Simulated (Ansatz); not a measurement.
BaTe in the zincblende structure, relaxed with r2SCAN in the plane-wave code Ansatz. The symmetry is F-43m (No. 216, cubic); a = 7.828 Å in the conventional setting, 59.97 Å³ an atom. Around Ba lie 4 Te at 3.39 Å; around Te lie 4 Ba at 3.39 Å.

The axes x, y and z are those of this cell:
```
CELL_PARAMETERS angstrom
0.00000 3.91416 3.91416
3.91416 0.00000 3.91416
3.91416 3.91416 0.00000
ATOMIC_POSITIONS crystal
Ba 0.00000 0.00000 0.00000
Te 0.25000 0.25000 0.25000
```

Unstrained: The PBE gap is indirect, 2.566 eV (W to Γ), below the direct gap of 2.938 eV at W. r2SCAN gives an indirect gap of 2.939 eV, from W to Γ; the least direct gap is 3.204 eV at X. With HSE06 the valence top lies at W and the conduction bottom at Γ, 3.312 eV higher; the smallest vertical gap, at X, is 3.700 eV. Meshes: PBE 6×6×6, r2SCAN 6×6×6, HSE06 4×4×4. Strains are changes of length per length. After each strain the atoms were relaxed again with r2SCAN within the symmetry that the strain leaves, so tilts or polar shifts that break it weren't tested; points keep the names that they have in the unstrained zone. (Calculated; spin-unpolarised; the phase may be known or hypothetical.)

(1) One strain changed the r2SCAN stress by xx -1.97, yy -1.97, zz -1.97 GPa (compression positive) and the gap by -0.190 eV (PBE), -0.194 eV (r2SCAN), -0.218 eV (HSE06). Which kind of strain was it, and roughly how large?

(2) Apply biaxial -4.07 % in x and y, z held. How far does the gap move, against the unstrained cell?

## Answers

(1) Isotropic +4.51 % on every length. The pattern of the stress gives the kind; the size needs the stiffness, so it is an estimate.

(2) PBE: the gap goes from 2.566 to 2.632 eV (+0.066 eV); the edges move from W → Γ to X → Γ. r2SCAN: the gap goes from 2.939 to 3.006 eV (+0.067 eV); the edges move from W → Γ to X → Γ. The r2SCAN energy rises by 25.5 meV an atom.

Spin-orbit coupling is left out, which matters wherever the heavy atoms make up the band edges.

The meshes of the hybrids are coarse, so their gaps aren't converged to the digits shown.
